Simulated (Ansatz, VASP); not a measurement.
# SbAs (honeycomb AsSb monolayer): VASP beside Ansatz

Wanted: the spread between two codes on one cell, functional and k mesh. Of the first pair: The structure shown is the start of the Ansatz relaxation below; VASP solves that cell, so the two are compared at the walk's first step.

Calculated with Ansatz 0.2.0; plane waves, with VASP 6.6.1 beside it; single point at PBE with D3(BJ).

## 1. The structure

The cell holds 2 atoms: 1 Sb and 1 As. Cell: a = 3.860 Å, b = 3.860 Å, c = 34.020 Å, α = 90.0°, β = 90.0°, γ = 120.0°. Vacuum lies along c.

## 2. Ansatz: relaxation, PBE with D3(BJ)

Ansatz runs on its default PAW (the set named soft_2) files.

The two programs are compared at the cell with which this relaxation starts, whose forces are those of its first step.

Contents of input.yaml:

```yaml
crystal:
  lattice:
    - [3.86, 0.0, 0.0]
    - [-1.93, 3.3428580586, 0.0]
    - [0.0, 0.0, 34.0199999988]
  atoms:
    - { symbol: Sb, position: [0.6666666667, 0.3333333333, 0.4776601999] }
    - { symbol: As, position: [0.3333333333, 0.6666666667, 0.5223398001] }
  periodic: [true, true, false]
kpoints:
  mp_grid: { grid: [12, 12, 1] }
hamiltonian:
  xc: pbe
  dispersion: d3bj
scf:
  occupations: { method: fermi_dirac, width: 0.05 }
  convergence: { dr2_threshold: 1.0e-09 }
relax:
  f_tol: 0.004
  max_steps: 90
  cell: {}
output:
  write_potential: true
  write_density: true
  volumetric_format: npy
```

Launch:

```bash
$ ansatz run input.yaml --threads 2 --pin off --max-ram 3072MiB --backend cpu --events-out ev --progress --plain --runs-dir out
```

Numbers of over 12 decimals in the logs are rounded to 6 here.

Output:

```text
Warning: relax.cell: scf.convergence.dr2_threshold = 1e-9 eV is looser than the 1.50704089538e-10 eV advised for a relaxation that steers and ends on the stress (1e-10 eV for each atom of the cell: 2, times the square of relax.cell.stress_2d_tol = 0.05 N/m over 11.5 Å (the atoms' height at the walk's start and 5 Å past either face), 4.340e-2 GPa, over a crystal's default 0.05). What an SCF threshold leaves in a stress goes as its square root, and in the free energy as the threshold itself, and one threshold admits the most on a small cell: [figures from the program's tests cut] Set scf.convergence.dr2_threshold to 1.50704089538e-10 eV or tighter. [rest of the remark cut]
Engine: ansatz 0.2.0, aarch64-unknown-linux-gnu
Pseudopotentials: kind: paw
Pseudopotential: Sb, paw, valence charge 15, recommended cutoff 420 eV (normal), Sb.paw.azcp
Pseudopotential: As, paw, valence charge 15, recommended cutoff 420 eV (normal), As.paw.azcp
Functional definition: PBE
  parameter kappa = 0.804
  parameter beta = 0.066725
  exchange = pbe_x(kappa = kappa, mu = beta*pi^2/3)
  correlation = pbe_c(beta = beta)
Crystal: 2 atoms, lattice volume = 438.975 Å³
Basis set: ecut = 420 eV, 8645 PW (Γ), exchange–correlation on 54×54×480 points (8 copies of the dense FFT grid, shifted against one another)
Bands: 19, of which v1, the nominal top of the filled ones, is band 15 counted from 1 (14 counted from 0)
Symmetry: 6 space group operations
Space group: P3m1 (ITA 156), of the structure as read, at distance tolerance 7.6e-5 Å
k-points: 19 of 144 (time reversal used)
Non-local potential: Sb, projectors of the file, l = 0: 2, l = 1: 2, l = 2: 2, l = 3: 2
Non-local potential: As, projectors of the file, l = 0: 2, l = 1: 2, l = 2: 3, l = 3: 1
PAW form: soft (Blöchl's): semilocal exchange-correlation on the pseudo side does not see the compensation charge
PAW one-centre angular grid: Sb, 590 points (default); XC on 64 Gauss nodes
PAW one-centre angular grid: As, 590 points (default); XC on 64 Gauss nodes
Initial density: superposition of atomic densities (neutral atoms: chi_scale 0, normalization atom), corrected by the library's trained network
Initial wavefunctions: pseudopotential atomic-orbital guess
Functional: x = pbe(κ = 0.804, μ = 0.219515), c = pbe(β = 0.066725)
SCF iter   1: F=—  HF=-11340.984023 eV  |F-HF|=—  |Δ(HF+E_count)|=         —  Δρ=1.13e-3  dr2=5.75e-2  ethr=1.77e-3  ⟨swp⟩=11.6  Hψ=2712  notcnv=0
preconditioner: auto → Resta (q_TF=auto, 1.745 Å⁻¹)  ε∞=1.4  [insulator: Δε(μ)=1.442 eV  Ē_g=8.524 eV  σ=0.050 eV  W_gap=1.00  n_scr=18 (ndim 8)  ℏωp=5.6 eV  f_vac=0.826  D(μ)=0.00/eV (n_scr^D=0)  ε∞_Penn≈1.4  vacuum switching on, ρ_ref=5.3e-3 e/Å³]
SCF iter   2: F=—  HF=-11341.006299 eV  |F-HF|=—  |Δ(HF+E_count)|=   2.23e-2  Δρ=2.33e-3  dr2=2.61e-1  ethr=1.92e-4  ⟨swp⟩=5.1  Hψ=1002  notcnv=0  recentre
SCF iter   3: F=—  HF=-11340.976999 eV  |F-HF|=—  |Δ(HF+E_count)|=   2.93e-2  Δρ=3.95e-4  dr2=1.46e-3  ethr=1.92e-4  ⟨swp⟩=4.1  Hψ=874  notcnv=0
SCF iter   4: F=—  HF=-11340.978595 eV  |F-HF|=—  |Δ(HF+E_count)|=   1.60e-3  Δρ=5.29e-4  dr2=1.90e-3  ethr=4.86e-6  ⟨swp⟩=3.9  Hψ=1009  notcnv=0
SCF iter   5: F=—  HF=-11340.978050 eV  |F-HF|=—  |Δ(HF+E_count)|=   5.45e-4  Δρ=2.29e-4  dr2=3.31e-4  ethr=4.86e-6  ⟨swp⟩=2.7  Hψ=626  notcnv=0
SCF iter   6: F=—  HF=-11340.977936 eV  |F-HF|=—  |Δ(HF+E_count)|=   1.13e-4  Δρ=3.58e-5  dr2=8.88e-6  ethr=1.10e-6  ⟨swp⟩=2.0  Hψ=587  notcnv=0
SCF iter   7: F=—  HF=-11340.977926 eV  |F-HF|=—  |Δ(HF+E_count)|=   1.02e-5  Δρ=1.51e-5  dr2=1.34e-6  ethr=2.96e-8  ⟨swp⟩=3.0  Hψ=721  notcnv=0
SCF iter   8: F=—  HF=-11340.977937 eV  |F-HF|=—  |Δ(HF+E_count)|=   1.09e-5  Δρ=2.26e-6  dr2=3.97e-8  ethr=4.48e-9  ⟨swp⟩=2.7  Hψ=594  notcnv=0
SCF iter   9: F=—  HF=-11340.977937 eV  |F-HF|=—  |Δ(HF+E_count)|=   1.13e-8  Δρ=4.36e-7  dr2=1.16e-9  ethr=1.32e-10  ⟨swp⟩=3.2  Hψ=735  notcnv=0
SCF iter  10: F=-11340.977937 eV  HF=-11340.977937 eV  |F-HF|=2.87e-10  |Δ(HF+E_count)|=  3.64e-10  Δρ=8.71e-8  dr2=6.29e-11  ethr=3.33e-12  ⟨swp⟩=11.4  Hψ=2382  notcnv=0
SCF 1 converged in 10 iterations: F = -11340.977937 eV  dr2 = 6.29e-11
  greatest PAW one-centre occupation: 0.999 electrons in one spin orbital (limit 2), on the As atom at site 1 (counted from 0), in its partial waves of l = 2
[...]
relax step   4: F+E_penalty+E_count = -11340.98263574 eV  Δ(F+E_penalty+E_count) = -2.214e-3 eV  max|allowed force component| = 2.179e-2 eV/Å  Δτ_max = 0.0024 Å  P = -0.025 N/m  Ω = 431.215 Å³  energy of the carried Pulay correction = +1.741e-4 eV  fix = [c, alpha, beta]  reactions: c -0.000 N/m  (8 SCF iters, accepted)
[...]
relax step   5: F+E_penalty+E_count = -11340.98270179 eV  Δ(F+E_penalty+E_count) = -6.605e-5 eV  max|allowed force component| = 2.369e-3 eV/Å  Δτ_max = 0.0014 Å  P = +0.002 N/m  Ω = 430.497 Å³  energy of the carried Pulay correction = +1.903e-4 eV  fix = [c, alpha, beta]  reactions: c +0.000 N/m  (6 SCF iters, accepted)
[...]
relax step   6: F+E_penalty+E_count = -11340.98251235 eV  Δ(F+E_penalty+E_count) = +1.894e-4 eV  max|allowed force component| = 2.410e-3 eV/Å  Δτ_max = 0.0000 Å  P = +0.002 N/m  Ω = 430.497 Å³  fix = [c, alpha, beta]  reactions: c +0.000 N/m  stress off target by 2.41e-3 N/m on what of the cell is left free  SCF on the basis re-selected at this cell (its energy is not comparable with the rows above)  (5 SCF iters)
basis re-selected at this cell: Δ(F+E_penalty+E_count) = +1.894e-4 eV, ΔP = +0.000 N/m vs the last step (what re-selecting the basis moved, of the pressure what is left beyond the Pulay correction that the steps carried, after the strain that the cell walked since its last selection, with what the two solves' SCF thresholds leave and, on support functions, any second-order correction that the steps lacked; it is no m [...]
WARN: The output density's exchange-correlation potential varies sharply where the density is thin. Do not read a vacuum level from v_tot or v_xc, or from such a field of the output density. On a cell that repeats whose density bears no net charge and no dipole along the vacuum's axis use v_es (v_loc + v_h of the components); under efield.dipole_correction with no amplitude use v_es + v_field, which holds any externa [...]
SCF converged after 5 iterations
Free energy (F): -11340.982512 eV
Harris-Foulkes:  -11340.982512 eV  (|F-HF|=3.62e-10)
Internal energy: -11340.982512 eV  (E = F + TS)
E sigma→0 (E₀):  -11340.982512 eV
Entropy (-TS):   -0.000000 eV (-0.000 meV/atom)
Fermi energy:    -4.364135 eV
--- Per-component energies (eV) ---
  E_band       = -835.306237
  E_kinetic    = 308.728140
  E_local      = -51470.343335  (includes V_loc(G=0)·N_el)
  E_nonlocal   = -308.527691
  E_hartree    = 25535.268471
  E_xc         = -216.900200
  E_vxc        = -174.285115  (∫ρ·V_xc dr)
  E_paw        = -6409.917136  (= ΣΔE_a)
  E_vpaw       = -261.415694  (= ΣTr[D̂ρ^β])
  E_aug_tail   = 0.000007  (compensation charges beyond the density's cutoff)
  E_ewald      = 21221.158588
  E_disp       = -0.449357  (pairwise vdW)
  E_smearing   = -0.000000  (= −TS)
  E_closure    = -0.000000  (closes the sum)
  Σ components = -11340.982512   (vs F -11340.982512, Δ=0.00e0)
--- Forces (eV/Å), atoms counted from 1 ---
  atom   1  Sb     0.00000000     0.00000000    -0.00240840
  atom   2  As     0.00000000    -0.00000000     0.00241092
  max |Σ_I F_I| component: 2.52e-6 eV/Å
--- 2D stress c σ (N/m, compression-positive) ---
        0.002413       0.000000       0.000000
        0.000000       0.002413       0.000000
        0.000000       0.000000       0.000000
  P = ½ c Tr σ = 0.0024 N/m
--- Band table (eV; the first three rows and the last of 19) ---
  k-point 0: bands = [... 11 lower, -11.8760, -5.7525, -5.0378, -5.0378, -3.2153, -1.7086, -1.7086, -0.6265]
  k-point 1: bands = [... 11 lower, -11.8603, -5.8309, -5.7068, -5.2190, -2.6635, -1.8790, -1.5384, -0.5068]
  k-point 2: bands = [... 11 lower, -11.8506, -7.0269, -5.6280, -5.6192, -2.9487, -1.3816, -1.2114, -0.1841]
  k-point 18: bands = [... 11 lower, -13.5430, -9.0254, -7.1772, -6.8089, -3.4347, -1.3743, -0.6611, 2.2637]
  the weakly bound empty levels are not read free of the cell's end (no_gap_told)
--- Relaxed structure (5 steps of the walk, 4 accepted, 1 SCFs on fresh bases) ---
  F+E_penalty+E_count = -11340.98251235 eV   max|allowed force component| = 2.410e-3 eV/Å   (the final SCF, on the basis selected at the relaxed cell)
  cell:  # Å, volume = 430.4972 Å³
    - [3.822546, -1.3860832914579185e-18, 0]
    - [-1.911273, 3.310422, 0]
    - [0, 0, 34.0199999988]
  atoms:
    - { symbol: Sb, position: [0.666667, 0.333333, 0.477662] }
    - { symbol: As, position: [0.333333, 0.666667, 0.522338] }
```

## 3. VASP: single point, PBE with D3(BJ), start cell, pair 1

The same cell, functional, mesh and smearing now go to VASP, with its own data sets.

Lines of VASP's logs that name or quote its potential files are left out, and so is its time.

Contents of INCAR:

```
SYSTEM = SbAs
PREC = Accurate
ENCUT = 400
EDIFF = 1E-06
NELM = 120
ISMEAR = -1
SIGMA = 0.05
LREAL = .FALSE.
ALGO = Normal
GGA = PE
IVDW = 12
NBANDS = 11
LORBIT = 11
LWAVE = .FALSE.
LCHARG = .FALSE.
ISIF = 2
LDIPOL = .TRUE.
IDIPOL = 3
DIPOL = 0.5 0.5 0.5
LVHAR = .TRUE.
LASPH = .TRUE.
GGA_COMPAT = .FALSE.
EFERMI = MIDGAP
NELMDL = -8
```

Contents of POSCAR:

```
SbAs
1.0
    3.8600000000      0.0000000000      0.0000000000
   -1.9300000000      3.3428580000      0.0000000000
    0.0000000000      0.0000000000     34.0200000000
Sb As
1 1
Direct
    0.6666666667      0.3333333333      0.4776601999
    0.3333333334      0.6666666666      0.5223398001
```

Contents of KPOINTS:

```
Automatic mesh
0
Gamma
12 12 1
0 0 0
```

The projector-augmented-wave data sets are Sb and As (PBE family, release 64).

Launch:

```bash
$ mpirun -np 1 vasp_std
```

Output:

```text
[banner, memory and clock lines left out]
running    1 mpi-ranks, on    1 nodes
 distrk:  each k-point on    1 cores,    1 groups
 distr:  one band on    1 cores,    1 groups

 POSCAR found type information on POSCAR SbAs
 POSCAR found :  2 types and       2 ions
 LDA part: xc-table for (Slater+PW92), standard interpolation
 POSCAR, INCAR and KPOINTS ok, starting setup
 FFT: planning ... GRIDC
 FFT: planning ... GRID_SOFT
 FFT: planning ... GRID
 WAVECAR not read
 entering main loop
       N       E                     dE             d eps       ncg     rms          rms(c)
DAV:   1     0.589449722693E+02    0.58945E+02   -0.22771E+03   418   0.448E+02
DAV:   2    -0.244320788833E+01   -0.61388E+02   -0.54128E+02   672   0.763E+01
DAV:   3    -0.874639055343E+01   -0.63032E+01   -0.62855E+01   645   0.361E+01
DAV:   4    -0.883076784420E+01   -0.84377E-01   -0.84320E-01   542   0.513E+00
DAV:   5    -0.883194481257E+01   -0.11770E-02   -0.11769E-02   594   0.673E-01
DAV:   6    -0.883196217282E+01   -0.17360E-04   -0.17360E-04   605   0.693E-02
DAV:   7    -0.883196259026E+01   -0.41744E-06   -0.41678E-06   602   0.963E-03
DAV:   8    -0.883196259494E+01   -0.46796E-08   -0.48729E-08   560   0.904E-04    0.320E+00
DAV:   9    -0.873554636787E+01    0.96416E-01   -0.72118E-01   478   0.273E+00    0.199E+00
DAV:  10    -0.872009948052E+01    0.15447E-01   -0.16873E-01   457   0.183E+00    0.552E-01
DAV:  11    -0.871629263095E+01    0.38068E-02   -0.27994E-02   501   0.798E-01    0.120E-01
DAV:  12    -0.871622968919E+01    0.62942E-04   -0.22055E-03   633   0.256E-01    0.761E-02
DAV:  13    -0.871603935650E+01    0.19033E-03   -0.12427E-03   506   0.153E-01    0.291E-02
DAV:  14    -0.871601453794E+01    0.24819E-04   -0.14623E-04   503   0.563E-02    0.178E-02
DAV:  15    -0.871600140432E+01    0.13134E-04   -0.58748E-05   523   0.326E-02    0.120E-02
DAV:  16    -0.871603679848E+01   -0.35394E-04   -0.26680E-05   541   0.195E-02    0.657E-03
DAV:  17    -0.871620004097E+01   -0.16324E-03   -0.54494E-05   473   0.248E-02    0.545E-03
DAV:  18    -0.871621869076E+01   -0.18650E-04   -0.10438E-06   641   0.501E-03    0.321E-03
DAV:  19    -0.871626277385E+01   -0.44083E-04   -0.24191E-06   557   0.641E-03    0.226E-03
DAV:  20    -0.871627796182E+01   -0.15188E-04   -0.19555E-07   575   0.189E-03    0.137E-03
DAV:  21    -0.871629109546E+01   -0.13134E-04   -0.33978E-07   548   0.156E-03    0.576E-04
DAV:  22    -0.871629789989E+01   -0.68044E-05   -0.19148E-07   570   0.115E-03    0.394E-04
DAV:  23    -0.871630001877E+01   -0.21189E-05   -0.31898E-08   438   0.452E-04    0.195E-04
DAV:  24    -0.871630076472E+01   -0.74595E-06   -0.64051E-09   402   0.218E-04
   1 F= -.91565573E+01 E0= -.91565573E+01  d E =-.378141E-07
```

OUTCAR, selected parts (step 3):

```text
ion  position               nearest neighbor table
   1  0.667  0.333  0.478-   2 2.70   2 2.70   2 2.70
   2  0.333  0.667  0.522-   1 2.70   1 2.70   1 2.70

  LATTYP: Found a hexagonal cell.
 ALAT       =     3.8600000000
 C/A-ratio  =     8.8134715026

 Subroutine GETGRP returns: Found  6 space group operations
 (whereof  6 operations were pure point group operations)

The static configuration has the point symmetry C_3v.

 Found     19 irreducible k-points:

   k-points           NKPTS =     19   k-points in BZ     NKDIM =     19   number of bands    NBANDS=     11

   dimension x,y,z NGX =    28 NGY =   28 NGZ =  224
   dimension x,y,z NGXF=    56 NGYF=   56 NGZF=  448

   ENCUT  =  400.0 eV  29.40 Ry    5.42 a.u.   6.29  6.29 55.48*2*pi/ulx,y,z

   NELECT =      10.0000    total number of electrons

 k-points in reciprocal lattice and weights: Automatic mesh
   0.00000000  0.00000000  0.00000000       0.007
   0.08333333  0.00000000  0.00000000       0.042
   0.16666667 -0.00000000  0.00000000       0.042
   0.25000000  0.00000000  0.00000000       0.042
   0.33333333 -0.00000000  0.00000000       0.042
   0.41666667  0.00000000  0.00000000       0.042
   0.50000000  0.00000000  0.00000000       0.021
   0.08333333  0.08333333  0.00000000       0.042
   0.16666667  0.08333333  0.00000000       0.083
[...]
0.33333333  0.25000000  0.00000000       0.083
   0.33333333  0.33333333  0.00000000       0.014

 dipolmoment           0.000000      0.000000      0.024339 electrons x Angstroem

 average (electrostatic) potential at core
       1 -96.1316       2 -57.9981

 E-fermi :  -3.1600

 k-point     1 :       0.0000    0.0000    0.0000
  band No.  band energies     occupation
      1     -16.1827      2.00000
      2     -10.5675      2.00000
      3      -4.4240      2.00000
      4      -3.8633      2.00000
      5      -3.8633      2.00000
      6      -2.1397      0.00000
      7      -0.5607      0.00000
      8      -0.5607      0.00000
      9       0.6516      0.00000
     10       1.0812      0.00000
    ...

 k-point     2 :       0.0833    0.0000    0.0000
  band No.  band energies     occupation
      1     -16.1027      2.00000
      2     -10.5584      2.00000
      3      -4.6363      2.00000
      4      -4.3839      2.00000
      5      -4.0375      2.00000
      6      -1.5726      0.00000
      7      -0.7296      0.00000
      8      -0.3942      0.00000
      9       0.7629      0.00000
     10       1.1793      0.00000
    ...

 k-point     3 :       0.1667   -0.0000    0.0000
  band No.  band energies     occupation
      1     -15.8662      2.00000
      2     -10.5684      2.00000
      3      -5.7868      2.00000
      4      -4.4319      2.00000
      5      -4.3053      2.00000
      6      -1.7773      0.00000
      7      -0.2580      0.00000
      8      -0.0684      0.00000
      9       1.0664      0.00000
     10       1.4428      0.00000
    ...

 Edisp (eV)   -0.44026

  Total      -0.43269    -0.43269    -0.07859     0.00000    -0.00000    -0.00000
  in kB      -1.57925    -1.57925    -0.28684     0.00000    -0.00000    -0.00000
  external pressure =       -1.15 kB  Pullay stress =        0.00 kB

  energy-cutoff  :      400.00
  volume of cell :      438.97
      direct lattice vectors                 reciprocal lattice vectors
     3.860000000  0.000000000  0.000000000     0.259067358  0.149572611  0.000000000
    -1.930000000  3.342858000  0.000000000     0.000000000  0.299145222  0.000000000
     0.000000000  0.000000000 34.020000000     0.000000000  0.000000000  0.029394474

 POSITION                                       TOTAL-FORCE (eV/Angst)
 -----------------------------------------------------------------------------------
      1.93000      1.11429     16.25000        -0.000000      0.000000      0.047873
      0.00000      2.22857     17.77000         0.000000      0.000000     -0.047873
 -----------------------------------------------------------------------------------
    total drift:                               -0.000000     -0.000000     -0.000221

  FREE ENERGIE OF THE ION-ELECTRON SYSTEM (eV)
  ---------------------------------------------------
  free  energy   TOTEN  =        -9.1565572885 eV

  energy  without entropy=       -9.1565572507  energy(sigma->0) =       -9.15655727

 vacuum level on the upper side and lower side of the slab         1.439         1.098

 total charge
# of ion       s       p       d       tot
------------------------------------------
    1        1.209   1.150   0.035   2.394
    2        1.296   1.378   0.030   2.704
--------------------------------------------------
tot          2.505   2.528   0.065   5.098

[... 3 further parts left out ...]
```

## 4. Differences

Known differences besides the potentials themselves: Ansatz cuts the interaction across the vacuum, VASP repeats the sheet with a dipole correction; the data sets hold 30 valence electrons in Ansatz (on its default PAW (the set named soft_2) files) and 10 in VASP; the cutoff is 420 eV in Ansatz and 400 eV in VASP. Total energies have different zeros and are not compared.

Forces (eV/Å; atoms numbered as in POSCAR):

```csv
atom,"Ansatz x, y, z","VASP x, y, z"
Sb1,"0.000, 0.000, 0.126","0.000, 0.000, 0.048"
As2,"0.000, 0.000, -0.126","0.000, 0.000, -0.048"
```

The forces differ by 45 meV/Å r.m.s., which is 164.1 % of the r.m.s. force of 0.028 eV/Å (both taken over all components). With vacuum in the cell, a pressure given here is an average over mostly empty space and none of the material.

## 5. Further runs

Further runs change the set-up of one program: Ansatz's method, potentials or start, or VASP's data sets, cutoff or form of LDA. The table gives that difference for each run.

```csv
run,r.m.s. force difference (meV/Å)
as above,45
VASP with the data sets Sb_d_GW and As_d and a cutoff of 520 eV,5.9
```

[end of part 1 of 2]

[Lines on the potential files, build, host, timing and source positions are cut from VASP's logs without a mark.]

[Logs are printed without paths, hosts, clocks, repeated set-up lines and the standing remarks that a program may print on its own settings, such as how far it seeks lower states.]

[Hosts, paths, dates, database ids (printed as entryN), source tags and the programs' standing remarks are cut or masked in the printed files.]
